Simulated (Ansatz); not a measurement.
# SnSe (P4/nmm): relaxation of cell and ions from a Python script

What cell does SnSe (P4/nmm) relax to? The task is a relaxation of cell and ions, for SnSe (P4/nmm).

All numbers are computed with Ansatz 0.2.0, driven from Python. Level of theory: DFT PBEsol+D4, plane waves, PAW.

## (1) The structure

The structure is tetragonal, space group P4/nmm (No. 129). The conventional cell has a = 4.285 Å, b = 4.285 Å, c = 10.991 Å, α = 90.00°, β = 90.00°, γ = 90.00°. Sn (site symmetry 4mm) has 5 Se at 2.68 to 3.03 Å as nearest neighbours. Se (site symmetry 4mm) has 5 Sn at 2.68 to 3.03 Å as nearest neighbours.

No structure file is read: the coordinates are typed or built in the script.

## (2) The code

snse_vcrelax.py reads:

```python
# -*- coding: utf-8 -*-
import warnings

import ansatz as az
from ase.data import atomic_numbers
import numpy as np
from pymatgen.core import Lattice, Structure
from pymatgen.io.ase import AseAtomsAdaptor
import spglib

def edges_and_angles(cell):
    cell = np.asarray(cell)
    a, b, c = np.linalg.norm(cell, axis=1)
    cosines = cell[1] @ cell[2] / (b * c), cell[0] @ cell[2] / (a * c), cell[0] @ cell[1] / (a * b)
    return (a, b, c, *np.degrees(np.arccos(cosines)))

warnings.simplefilter("ignore", az.DeckWarning)

pmg_structure = Structure(
    Lattice([(4.285327, 0.0, 0.0), (0.0, 4.285327, 0.0), (0.0, 0.0, 10.990692)]),
    ["Sn", "Sn", "Se", "Se"],
    [
        (0.5, 0.0, 0.372229),
        (0.0, 0.5, 0.627771),
        (0.5, 0.0, 0.616039),
        (0.0, 0.5, 0.383961),
    ],
)
structure = az.Crystal.from_ase(AseAtomsAdaptor.get_atoms(pmg_structure))

calc = (
    structure.calculation()
    .functional("PBEsol", dispersion="d4")
    .kpoints(6, 6, 2)
    .occupations("methfessel_paxton", width=0.01)
    .scf(tolerance=1e-10)
    .relax(force_tolerance=0.02, cell=True)
    .density_of_states(energy_step=0.05)
)
steps = []


def collect(event):
    if event["event"] == "relax_step":
        steps.append(event["data"])


result = calc.session().plan().execute(on_event=collect)
rep = result.report
print("step   energy (eV)     max comp. (eV/A)   P (GPa)  SCF")
for s in steps:
    print(f"{s['step']:4d} {s['lagrangian_ev']:15.5f} {s['allowed_force_max_ev_ang']:12.4f} {s['pressure_gpa']:10.3f} {s['n_scf']:5d}")

first, last = steps[0], steps[-1]
symbols = [site.symbol for site in result.lattice.sites]
print(f"energy gained {first['lagrangian_ev'] - last['lagrangian_ev']:.4f} eV in {len(steps) - 1} steps")
for label, vectors in (("before", first["cell_ang"]), ("after", result.lattice.cell_ang)):
    print(label, "a b c (A) {:.4f} {:.4f} {:.4f}  angles {:.2f} {:.2f} {:.2f}".format(*edges_and_angles(vectors)), f" V = {abs(np.linalg.det(vectors)):.3f} A^3")
print("final stress xx yy zz (GPa, compression positive):", np.round(np.diag(rep["stress_gpa"]), 3) + 0.0)

print("relaxed fractional positions")
for site in result.lattice.sites:
    print(f"  {site.symbol:2s}", " ".join(f"{v % 1:8.5f}" for v in np.round(site.position_frac, 5)))

change = np.array(last["positions_ang"]) @ np.linalg.inv(last["cell_ang"]) - np.array(first["positions_ang"]) @ np.linalg.inv(first["cell_ang"])
moved = np.linalg.norm(change @ np.array(last["cell_ang"]), axis=1)
print("displacement within the cell, strain taken out (A):", " ".join(f"{s}:{d:.3f}" for s, d in zip(symbols, moved)))

fractions = [site.position_frac for site in result.lattice.sites]
numbers = [atomic_numbers[s] for s in symbols]
for tolerance in (1e-3, 1e-2, 1e-1):
    print(f"space group at {tolerance} A:", spglib.get_spacegroup((result.lattice.cell_ang, fractions, numbers), symprec=tolerance))

energy = rep["free_energy_ev"]
print("F of the SnSe cell: {:.6f} eV = {:.6f} Ry = {:.6f} Ha".format(energy, energy / 13.605693, energy / 27.211386))
print("Fermi level {:.4f} eV, {} k-points, {} symmetry operations".format(rep["fermi_energy_ev"], rep["n_kpoints"], rep["n_symmetry_ops"]))

dos = result.density_of_states()
energy = np.asarray(dos.energies_ev) - dos.fermi_ev
states, count = np.asarray(dos.spin_summed_g_bin_mean_per_ev), np.asarray(dos.spin_summed_integrated)
g_fermi = float(np.interp(0.0, energy, states))
print(f"g(E_F) = {g_fermi:.3f} states/eV per cell")
for low, high in ((-10, -6), (-6, -3), (-3, 0), (0, 3)):
    print(f"states between {low} and {high} eV: {np.interp(high, energy, count) - np.interp(low, energy, count):.3f}")
```

## (3) The run

Started as:

```sh
python snse_vcrelax.py
```

Without the output at hand: what should come out? Wanted: free energy; moves of the relaxation; energy gained; last largest force component; relaxed conventional cell; space group at the end.

The runs gave:

| quantity | value |
| --- | --- |
| free energy | -22750.2979 eV (-5687.5745 eV/atom) |
| moves of the relaxation | 21 |
| energy gained (ahead of the last change of basis) | 94.5 meV/atom |
| last largest force component | 0.0009 eV/Å |
| relaxed conventional cell | a = 4.112 Å, b = 4.112 Å, c = 6.128 Å, α = 90.00°, β = 90.00°, γ = 90.00° |
| space group at the end | I4/mmm |

Over 21 moves the cell shrank by 48.6 % in volume, and within 0.02 Å the space group became I4/mmm. Apart from the cell, atoms moved by up to 0.82 Å: the start was far from this minimum, and neighbours may have changed. Spin-orbit coupling, left out here, can change this gap by several tenths of an eV, and inverted bands can meet off the mesh. The cell holds layers, chains or clusters in vacuum, no bulk phase; its stress is averaged over the vacuum too and scales with the cell's height. The zero of the levels is a convention of the potentials, so an absolute Fermi energy is no work function. Energies along a relaxation are free energies. Rows at an unchanged volume are solved on a plane-wave basis chosen afresh for that cell, so the energy jumps there and such rows are no steps of the walk. The cell relaxed to the group I4/mmm; tensors and edges are in the axes of the typed cell. In a crystal with a gap the Fermi level's place inside it depends on smearing and mesh. Points of the mesh across the vacuum add cost only. The crystal has a gap of about 0.62 eV on the mesh; bins of finite width blur the band edges. The structure comes from a database of computed cells and needn't be a stable or known phase. The computed bands are complete only to about 1.2 eV above the Fermi level; beyond that the density of states is undercounted.
